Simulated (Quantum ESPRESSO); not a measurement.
## SnSe2: Wannier functions under several settings

```
Sn Se
1.0
     3.81100    0.00000    0.00000
    -1.90550    3.30042    0.00000
     0.00000    0.00000    6.13600
Sn Se
1 2
Direct
  0.00000 0.00000 0.00000
  0.66667 0.33333 0.75100
  0.33333 0.66667 0.24900
```

All runs used Quantum ESPRESSO 7.5; potentials GBRV 1.5 PBEsol; k mesh 8 × 8 × 5; given cell; no spin polarisation; cutoff 925 eV; occupations fermi-dirac, width 0.05 eV.

```csv
level,start,Wannier mesh,functions,spread a function (Å²),RMS miss of the bands (meV)
PBEsol,atomic projections with disentanglement,5 × 5 × 3,12,1.53,15
PBEsol,"atomic projections with disentanglement, not minimised",5 × 5 × 3,12,1.81,18
PBEsol,SCDM with an erfc weight,5 × 5 × 3,?,?,?
PBEsol,SCDM on the occupied bands,5 × 5 × 3,8,1.85,45
```

What stands in the row left open?

Functions 12; spread a function 1.89 Å²; RMS miss of the bands 51 meV.

Caveats: the Wannier minimisation didn't converge (some runs).

